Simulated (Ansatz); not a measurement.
A 3-atom cell of MoS2 (P-6m2) from a materials database (r2SCAN+rVV10 geometry), in Ansatz:

```yaml
crystal:
  lattice:
    - [3.17105, 0.00000, 0.00000]
    - [-1.58553, 2.74621, 0.00000]
    - [0.00000, 0.00000, 6.80969]
  atoms:
    - { symbol: Mo, position: [0.00000, 0.00000, 0.00000] }
    - { symbol: S, position: [0.33333, 0.66667, 0.22857] }
    - { symbol: S, position: [0.33333, 0.66667, 0.77143] }
```

G0W0@r2SCAN with 223 empty bands, a screening cutoff of 140 eV and a 6×6×2 mesh (PAW, contour deformation) gives 1.788 eV over the mesh points, from an r2SCAN gap of 1.345 eV; it sums over 236 bands with 211 plane waves in the screening and a wave cutoff of 500 eV. No extrapolation in bands, cutoff or mesh was made for G0W0. No spin polarisation and no zero-point or thermal motion.

(1) Estimate the gap with starting point HSE06.

(2) Estimate the gap with potentials of the kind norm-conserving.

(3) Estimate the gap with frequency model Godby-Needs pole.

Results:

(1) 1.953 eV (+0.165 eV), from a Kohn-Sham gap of 1.764 eV.

(2) 1.793 eV (+0.005 eV), from a Kohn-Sham gap of 1.346 eV.

(3) 1.810 eV (+0.022 eV), from a Kohn-Sham gap of 1.345 eV.

Spin-orbit coupling is left out.
